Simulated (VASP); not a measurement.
# Hf (P6_3/mmc) in VASP: a series of runs

One crystal, Hf, is run at these levels: PBE; tasks: relaxation of cell and atoms.

Program: VASP 6.6.1. These are calculated values, not measurements. Logs are shortened: lines on timing, memory, paths and dates and some standing lists are left out, and cuts for length are marked.

## (1) The crystal as given

It takes space group P6_3/mmc (No. 194, hexagonal). The conventional cell has a = 3.197 Å, b = 3.197 Å, c = 5.058 Å, α = 90.00°, β = 90.00°, γ = 120.00°. Hf (site symmetry -6m2) has 12 Hf at 3.13 to 3.20 Å as nearest neighbours.

## (2) Relaxation of cell and atoms, PBE

INCAR

```
SYSTEM = Hf
  PREC = Accurate
  ENCUT = 600
  EDIFF = 1E-6
  ISMEAR = -1
  SIGMA = 0.05
  LREAL = .False.
  LASPH = .True.
  NELM = 80
  ALGO = Normal
  ISIF = 3
  LWAVE = .False.
  LCHARG = .False.
  GGA = PE
  IBRION = 2
  NSW = 60
  EDIFFG = -0.005
```

KPOINTS

```
regular mesh
0
Gamma
  10 10 5
  0 0 0
```

POSCAR

```
Hf
1.0
    3.1967000000      0.0000000000      0.0000000000
   -1.5983500000      2.7684234083      0.0000000000
    0.0000000000      0.0000000000      5.0578000000
Hf
2
Direct
    0.6666666667      0.3333333333      0.7500000000
    0.3333333333      0.6666666667      0.2500000000
```

Potentials or basis: VASP PAW PBE potentials, release 64 (Hf_pv).

Launch:

```
> cat potpaw_PBE.64/Hf_pv/POTCAR > POTCAR
> mpirun -np 1 vasp_std > vasp.out
```

OUTCAR:

```text
SYSTEM = Hf
   PREC = Accurate
   ENCUT = 600
   EDIFF = 1E-6
   ISMEAR = -1
   LREAL = .False.
   LASPH = .True.
   NELM = 80
   ISIF = 3
   GGA = PE
   IBRION = 2
   NSW = 60
   EDIFFG = -0.005

 ion  position               nearest neighbor table
   1  0.667  0.333  0.750-   2 3.13   2 3.13   2 3.13   2 3.13   2 3.13   2 3.13
   2  0.333  0.667  0.250-   1 3.13   1 3.13   1 3.13   1 3.13   1 3.13   1 3.13

  LATTYP: Found a hexagonal cell.
 ALAT       =     3.1967000000
 C/A-ratio  =     1.5821941377

  Lattice vectors:

 A1 = (   3.1967000000,   0.0000000000,   0.0000000000)
 A2 = (  -1.5983500000,   2.7684234083,   0.0000000000)
 A3 = (   0.0000000000,   0.0000000000,   5.0578000000)

Analysis of symmetry for initial positions (statically):
=====================================================================
 Subroutine PRICEL returns:
 Original cell was already a primitive cell.

 Routine SETGRP: Setting up the symmetry group for a
 hexagonal supercell.

 Subroutine GETGRP returns: Found 24 space group operations
 (whereof 12 operations were pure point group operations)
 out of a pool of 24 trial point group operations.

The static configuration has the point symmetry D_3d.
 The point group associated with its full space group is D_6h.

Analysis of symmetry for dynamics (positions and initial velocities):
=====================================================================
 Subroutine PRICEL returns:
 Original cell was already a primitive cell.

 Routine SETGRP: Setting up the symmetry group for a
 hexagonal supercell.

 Subroutine GETGRP returns: Found 24 space group operations
 (whereof 12 operations were pure point group operations)
 out of a pool of 24 trial point group operations.

The dynamic configuration has the point symmetry D_3d.
 The point group associated with its full space group is D_6h.

 Subroutine INISYM returns: Found 24 space group operations
 (whereof 12 operations are pure point group operations),
 and found     1 'primitive' translations

----------------------------------------------------------------------------------------

                                     Primitive cell

  volume of cell :      44.7606

  direct lattice vectors                    reciprocal lattice vectors
     3.196700000  0.000000000  0.000000000     0.312822598  0.180608211  0.000000000
    -1.598350000  2.768423408  0.000000000     0.000000000  0.361216423  0.000000000
     0.000000000  0.000000000  5.057800000     0.000000000  0.000000000  0.197714421

  length of vectors
     3.196700000  3.196700000  5.057800000     0.361216423  0.361216423  0.197714421

  position of ions in fractional coordinates (direct lattice)
     0.666666667  0.333333333  0.750000000
     0.333333333  0.666666667  0.250000000

  ion indices of the primitive-cell ions
   primitive index   ion index
                 1           1
                 2           2

----------------------------------------------------------------------------------------

 KPOINTS: regular mesh

Automatic generation of k-mesh.
 Grid dimensions read from file:
 generate k-points for:   10   10    5

 Generating k-lattice:

  Cartesian coordinates                     Fractional coordinates (reciprocal lattice)
     0.031282260  0.018060821  0.000000000     0.100000000 -0.000000000  0.000000000
     0.000000000  0.036121642  0.000000000     0.000000000  0.100000000  0.000000000
     0.000000000  0.000000000  0.039542884     0.000000000  0.000000000  0.200000000

  Length of vectors
     0.036121642  0.036121642  0.039542884

  Shift w.r.t. Gamma in fractional coordinates (k-lattice)
     0.000000000  0.000000000  0.000000000

 Subroutine IBZKPT returns following result:
 ===========================================

 Found     42 irreducible k-points:

 Following reciprocal coordinates:
            Coordinates               Weight
  0.000000  0.000000  0.000000      1.000000
  0.100000  0.000000  0.000000      6.000000
  0.200000  0.000000  0.000000      6.000000
  0.300000  0.000000  0.000000      6.000000
  0.400000  0.000000  0.000000      6.000000
  0.500000  0.000000  0.000000      3.000000
[... 16 lines left out ...]
  0.300000  0.100000  0.200000     24.000000
  0.400000  0.100000  0.200000     24.000000
 [... further k-points ...]
   k-points           NKPTS =     42   k-points in BZ     NKDIM =     42   number of bands    NBANDS=     14
   number of dos      NEDOS =    301   number of ions     NIONS =      2
   total plane-waves  NPLWV =  31360
   dimension x,y,z NGX =    28 NGY =   28 NGZ =   40
   dimension x,y,z NGXF=    56 NGYF=   56 NGZF=   80
   ions per type =               2
   NGX,Y,Z   is equivalent  to a cutoff of  14.56, 14.56, 13.15 a.u.
   NGXF,Y,Z  is equivalent  to a cutoff of  29.12, 29.12, 26.30 a.u.
 SYSTEM =  Hf
   PREC   = accura    normal or accurate (medium, high low for compatibility)
   ISTART =      0    job   : 0-new  1-cont  2-samecut
   ICHARG =      2    charge: 1-file 2-atom 10-const
   ISPIN  =      1    spin polarized calculation?
   LNONCOLLINEAR =      F non collinear calculations
   LSORBIT =      F    spin-orbit coupling
   LASPH  =      T    aspherical Exc in radial PAW
   ENCUT  =  600.0 eV  44.10 Ry    6.64 a.u.   6.38  6.38 10.10*2*pi/ulx,y,z
   NELM   =     80;   NELMIN=  2; NELMDL= -5     # of ELM steps
   EDIFF  = 0.1E-05   stopping-criterion for ELM
   LREAL  =      F    real-space projection
   EDIFFG = -.5E-02   stopping-criterion for IOM
   NSW    =     60    number of steps for IOM
   IBRION =      2    ionic relax: 0-MD 1-quasi-New 2-CG
   NFREE  =      1    steps in history (QN), initial steepest desc. (CG)
   ISIF   =      3    stress and relaxation
   ISYM   =      2    0-nonsym 1-usesym 2-fastsym
   POTIM  = 0.5000    time-step for ionic-motion
   TEBEG  =    0.0;   TEEND  =   0.0 temperature during run
   PSTRESS=    0.0 pullay stress
   NELECT =      20.0000    total number of electrons
   NUPDOWN=      -1.0000    fix difference up-down
   EMIN   =  10.00;   EMAX   =-10.00  energy-range for DOS
   EFERMI =   0.00;   METHOD = LEGACY
   ISMEAR =    -1;   SIGMA  =   0.05  broadening in eV -4-tet -1-fermi 0-gaus
   EFERMI_NEDOS =   21; number of points for ismear=-14 and -15
   IALGO  =     38    algorithm
   IMIX   =      4    mixing-type and parameters
     AMIX     =   0.40;   BMIX     =  1.00
     AMIX_MAG =   1.60;   BMIX_MAG =  1.00
  volume/ion in A,a.u.               =      22.38       151.03
  Fermi-wavevector in a.u.,A,eV,Ry     =   1.251563  2.365112 21.312311  1.566411
  Thomas-Fermi vector in A             =   2.385505
   LORBIT       =      0    0 simple, 1 ext, 2 COOP (PROOUT), +10 PAW based schemes
   GGA     = PE    functional components
   LHFCALC =     F    Hartree Fock is set to
   AEXX    =    0.0000 exact exchange contribution
   IVDW    =     0    specifies the selected vdW correction
   LEPSILON=     F    determine dielectric tensor
   LRPA    =     F    only Hartree local field effects (RPA)
 conjugate gradient relaxation of ions
 non-spin polarized calculation
  energy-cutoff  :      600.00
  volume of cell :       44.76
 maximum number of plane-waves:      1518
 NGX is ok and might be reduce to    28
   NGX = 13   NGY = 13   NGZ = 21

--------------------------------------- Ionic step        1  -------------------------------------------

 number of electron      20.0000001 magnetization

 Free energy of the ion-electron system (eV)
  ---------------------------------------------------
  ext. energy  EPLUGINS =         0.00000000
  ---------------------------------------------------
  free energy    TOTEN  =       -19.85551115 eV

  energy without entropy =      -19.84454989  energy(sigma->0) =      -19.85003052

------------------------ aborting loop because EDIFF is reached ----------------------------------------

  FORCE on cell =-STRESS in cart. coord.  units (eV):
  Direction    XX          YY          ZZ          XY          YZ          ZX
  --------------------------------------------------------------------------------------
  -------------------------------------------------------------------------------------
  Total        0.0855363      0.0855363     -0.0382529      0.0000000      0.0000000      0.0000000
  in kB        3.0617161      3.0617161     -1.3692378      0.0000000      0.0000000      0.0000000
  external PRESSURE =       1.5847315 kB  Pullay stress =       0.0000000 kB
[... 129 lines left out ...]
  energy  without entropy=      -19.8448381813  energy(sigma->0) =      -19.85025762

--------------------------------------- Ionic step        5  -------------------------------------------

 number of electron      20.0000000 magnetization

 Free energy of the ion-electron system (eV)
  ---------------------------------------------------
  ext. energy  EPLUGINS =         0.00000000
  ---------------------------------------------------
  free energy    TOTEN  =       -19.85568297 eV

  energy without entropy =      -19.84480552  energy(sigma->0) =      -19.85024425

 E-fermi :   4.8931     XC(G=0): -11.2737

 val. band max:        4.8846948668   @ k =   0.0000   0.0000   0.4000
 cond. band min:       4.8951529756   @ k =   0.1000   0.1000   0.2000
 fundamental gap:      0.0104581088
 Fermi energy:         4.8930950211

 k-point     1 :       0.0000    0.0000    0.0000
  band No.  band energies     occupation
      1     -26.1755      2.00000
      2     -25.4342      2.00000
      3     -25.4342      2.00000
      4     -25.3084      2.00000
      5     -25.3050      2.00000
      6     -25.3050      2.00000
      7      -2.4696      2.00000
      8       1.2100      2.00000
      9       5.5669      0.00000
     10       6.0791      0.00000
     11       6.0791      0.00000
     12       6.3936      0.00000
     13       6.9068      0.00000
     14       6.9068      0.00000
[... 375 lines left out ...]
 k-point    24 :       0.4000    0.1000    0.2000
  band No.  band energies     occupation
      1     -26.0256      2.00000
      2     -25.8974      2.00000
      3     -25.7184      2.00000
      4     -25.6001      2.00000
      5     -25.5049      2.00000
      6     -25.4332      2.00000
      7       1.4514      2.00000
      8       2.4228      2.00000
      9       3.2400      2.00000
     10       3.7901      2.00000
     11       5.5443      0.00000
     12       5.8975      0.00000
     13       6.5393      0.00000
     14       9.6627      0.00000

 [... further k-points ...]

------------------------ aborting loop because EDIFF is reached ----------------------------------------

  FORCE on cell =-STRESS in cart. coord.  units (eV):
  Direction    XX          YY          ZZ          XY          YZ          ZX
  --------------------------------------------------------------------------------------
  -------------------------------------------------------------------------------------
  Total        0.0006490      0.0006490      0.0002931     -0.0000000     -0.0000000      0.0000000
  in kB        0.0231929      0.0231929      0.0104758     -0.0000000     -0.0000000      0.0000000
  external PRESSURE =       0.0189539 kB  Pullay stress =       0.0000000 kB
[... 17 lines left out ...]
  FREE ENERGIE OF THE ION-ELECTRON SYSTEM (eV)
  ---------------------------------------------------
  free  energy   TOTEN  =       -19.8556829750 eV

  energy  without entropy=      -19.8448055196  energy(sigma->0) =      -19.85024425

 reached required accuracy - stopping structural energy minimisation
```

Run time: 50 s. Hardware: 1 thread of Intel Xeon Platinum 8488C (Sapphire Rapids), shared host; peak memory 0.19 GiB.

Results:

* Free energy: -19.8557 eV
* Relaxed volume: 22.42 Å³/atom
* Relaxed cell: a = 3.202 Å, b = 3.202 Å, c = 5.049 Å, α = 90.00°, β = 90.00°, γ = 120.00°
* Space group after relaxing (to 0.05 Å): P6_3/mmc (No. 194)
* Energy gained by relaxing: 0.1 meV/atom
* Ionic steps: 5
* Pressure after relaxing: 0.0 GPa
* Band gap on the k mesh: none (metal or under the smearing width)

The path:
```csv
step,energy change (eV),largest force (eV/Å),pressure (GPa),volume (Å³)
1,0.0000,0.0000,0.16,44.76
2,-0.0001,0.0000,-0.17,44.90
3,-0.0001,0.0000,-0.10,44.87
4,-0.0002,0.0000,0.04,44.82
5,-0.0002,0.0000,0.00,44.83
```

Final structure:
```
CELL_PARAMETERS angstrom
3.20199 0.00000 0.00000
-1.60100 2.77301 0.00000
0.00000 0.00000 5.04926
ATOMIC_POSITIONS crystal
Hf 0.66667 0.33333 0.75000
Hf 0.33333 0.66667 0.25000
```

Levels at points of the mesh, in eV from the Fermi level:
```csv
k point,band 6,band 7,band 8,band 9,band 10,band 11,band 12,band 13,band 14
"(0.00, 0.00, 0.00)",-30.20,-7.36,-3.68,0.67,1.19,1.19,1.50,2.01,2.01
"(0.50, 0.00, 0.00)",-30.28,-3.34,-2.73,-2.20,-0.81,0.78,0.90,1.71,5.87
```

## (3) Relaxation of cell and atoms, PBE

INCAR is that of step 2.

KPOINTS is that of step 2.

POSCAR is that of step 2.

Potentials or basis: VASP PAW PBE potentials, release 64 (Hf).

Launch:

```
> cat potpaw_PBE.64/Hf/POTCAR > POTCAR
> mpirun -np 1 vasp_std > vasp.out
```

Wall time 36 s (1 thread of Intel Xeon Platinum 8488C (Sapphire Rapids), shared host); peak memory 0.18 GiB.

The run converged. Its results:

```
Free energy                            : -19.9194 eV
Relaxed volume                         : 22.25 Å³/atom
Relaxed cell                           : a = 3.195 Å, b = 3.195 Å, c = 5.035 Å, α = 90.00°, β = 90.00°, γ = 120.00°
Space group after relaxing (to 0.05 Å) : P6_3/mmc (No. 194)
Energy gained by relaxing              : 0.4 meV/atom
Ionic steps                            : 7
Pressure after relaxing                : 0.0 GPa
Band gap on the k mesh                 : none (metal or under the smearing width)
```

Step by step:
```tsv
step	energy change (eV)	largest force (eV/Å)	pressure (GPa)	volume (Å³)
1	0.0000	0.0000	-0.68	44.76
2	0.0002	0.0000	1.00	44.14
3	-0.0007	0.0000	0.06	44.47
4	-0.0008	0.0000	0.03	44.49
5	-0.0008	0.0000	0.05	44.49
6	-0.0008	0.0000	-0.09	44.53
7	-0.0008	0.0000	-0.01	44.50
```

Final structure:
```
Hf
1.0
     3.19458    0.00000    0.00000
    -1.59729    2.76659    0.00000
     0.00000    0.00000    5.03480
Hf
2
Direct
  0.66667 0.33333 0.75000
  0.33333 0.66667 0.25000
```

Levels at points of the mesh, in eV from the Fermi level:
```
           k point  band 1  band 2  band 3  band 4  band 5  band 6  band 7  band 8
(0.00, 0.00, 0.00)   -7.37   -3.69    0.70    1.19    1.19    1.51    2.03    2.03
(0.50, 0.00, 0.00)   -3.35   -2.74   -2.22   -0.80    0.78    0.91    1.73    5.91
```

## (4) Relaxation of cell and atoms, PBE

INCAR is that of step 3.

KPOINTS is that of step 3.

POSCAR is that of step 3.

Potentials or basis: VASP PAW PBE potentials, release 64 (Hf_pv).

Launch:

```
> cat potpaw_PBE.64/Hf_pv/POTCAR > POTCAR
> mpirun -np 1 vasp_std > vasp.out
```

OUTCAR:

```text
SYSTEM = Hf
   PREC = Accurate
   ENCUT = 600
   EDIFF = 1E-6
   ISMEAR = -1
   LREAL = .False.
   LASPH = .True.
   NELM = 80
   ISIF = 3
   GGA = PE
   IBRION = 2
   NSW = 60
   EDIFFG = -0.005

 ion  position               nearest neighbor table
   1  0.667  0.333  0.750-   2 3.13   2 3.13   2 3.13   2 3.13   2 3.13   2 3.13
   2  0.333  0.667  0.250-   1 3.13   1 3.13   1 3.13   1 3.13   1 3.13   1 3.13

  LATTYP: Found a hexagonal cell.
 ALAT       =     3.1967000000
 C/A-ratio  =     1.5821941377

  Lattice vectors:

 A1 = (   3.1967000000,   0.0000000000,   0.0000000000)
 A2 = (  -1.5983500000,   2.7684234083,   0.0000000000)
 A3 = (   0.0000000000,   0.0000000000,   5.0578000000)

Analysis of symmetry for initial positions (statically):
=====================================================================
 Subroutine PRICEL returns:
 Original cell was already a primitive cell.

 Routine SETGRP: Setting up the symmetry group for a
 hexagonal supercell.

 Subroutine GETGRP returns: Found 24 space group operations
 (whereof 12 operations were pure point group operations)
 out of a pool of 24 trial point group operations.

The static configuration has the point symmetry D_3d.
 The point group associated with its full space group is D_6h.

Analysis of symmetry for dynamics (positions and initial velocities):
[... 310 lines left out ...]
  ext. energy  EPLUGINS =         0.00000000
  ---------------------------------------------------
  free energy    TOTEN  =       -19.85568297 eV

  energy without entropy =      -19.84480552  energy(sigma->0) =      -19.85024425

 E-fermi :   4.8931     XC(G=0): -11.2737

 val. band max:        4.8846948668   @ k =   0.0000   0.0000   0.4000
 cond. band min:       4.8951529756   @ k =   0.1000   0.1000   0.2000
 fundamental gap:      0.0104581088
 Fermi energy:         4.8930950211

 k-point     1 :       0.0000    0.0000    0.0000
  band No.  band energies     occupation
      1     -26.1755      2.00000
      2     -25.4342      2.00000
      3     -25.4342      2.00000
      4     -25.3084      2.00000
      5     -25.3050      2.00000
      6     -25.3050      2.00000
      7      -2.4696      2.00000
      8       1.2100      2.00000
      9       5.5669      0.00000
     10       6.0791      0.00000
     11       6.0791      0.00000
     12       6.3936      0.00000
     13       6.9068      0.00000
     14       6.9068      0.00000
[... 377 lines left out ...]
      1     -26.0256      2.00000
      2     -25.8974      2.00000
      3     -25.7184      2.00000
      4     -25.6001      2.00000
      5     -25.5049      2.00000
      6     -25.4332      2.00000
      7       1.4514      2.00000
      8       2.4228      2.00000
      9       3.2400      2.00000
     10       3.7901      2.00000
     11       5.5443      0.00000
     12       5.8975      0.00000
     13       6.5393      0.00000
     14       9.6627      0.00000

 [... further k-points ...]

------------------------ aborting loop because EDIFF is reached ----------------------------------------

  FORCE on cell =-STRESS in cart. coord.  units (eV):
  Direction    XX          YY          ZZ          XY          YZ          ZX
  --------------------------------------------------------------------------------------
  -------------------------------------------------------------------------------------
  Total        0.0006490      0.0006490      0.0002931     -0.0000000     -0.0000000      0.0000000
  in kB        0.0231929      0.0231929      0.0104758     -0.0000000     -0.0000000      0.0000000
  external PRESSURE =       0.0189539 kB  Pullay stress =       0.0000000 kB
[... 17 lines left out ...]
  FREE ENERGIE OF THE ION-ELECTRON SYSTEM (eV)
  ---------------------------------------------------
  free  energy   TOTEN  =       -19.8556829750 eV

  energy  without entropy=      -19.8448055196  energy(sigma->0) =      -19.85024425

 reached required accuracy - stopping structural energy minimisation
```

Wall time 50 s (1 thread of Intel Xeon Platinum 8488C (Sapphire Rapids), shared host); peak memory 0.2 GiB.

What came out:

| Item | Value |
| --- | --- |
| Free energy | -19.8557 eV |
| Relaxed volume | 22.42 Å³/atom |
| Relaxed cell | a = 3.202 Å, b = 3.202 Å, c = 5.049 Å, α = 90.00°, β = 90.00°, γ = 120.00° |
| Space group after relaxing (to 0.05 Å) | P6_3/mmc (No. 194) |
| Energy gained by relaxing | 0.1 meV/atom |
| Ionic steps | 5 |
| Pressure after relaxing | 0.0 GPa |
| Band gap on the k mesh | none (metal or under the smearing width) |

The path:
```csv
step,energy change (eV),largest force (eV/Å),pressure (GPa),volume (Å³)
1,0.0000,0.0000,0.16,44.76
2,-0.0001,0.0000,-0.17,44.90
3,-0.0001,0.0000,-0.10,44.87
4,-0.0002,0.0000,0.04,44.82
5,-0.0002,0.0000,0.00,44.83
```

Final structure:
```
Hf
1.0
     3.20199    0.00000    0.00000
    -1.60100    2.77301    0.00000
     0.00000    0.00000    5.04926
Hf
2
Direct
  0.66667 0.33333 0.75000
  0.33333 0.66667 0.25000
```

Levels at points of the mesh, in eV from the Fermi level:
```
           k point  band 8  band 9  band 10  band 11  band 12  band 13
(0.00, 0.00, 0.00)   -3.68    0.67     1.19     1.19     1.50     2.01
(0.50, 0.00, 0.00)   -2.73   -2.20    -0.81     0.78     0.90     1.71
```

The run has no spin-orbit coupling, so splittings on Hf are missing.

[end of part 1 of 2]
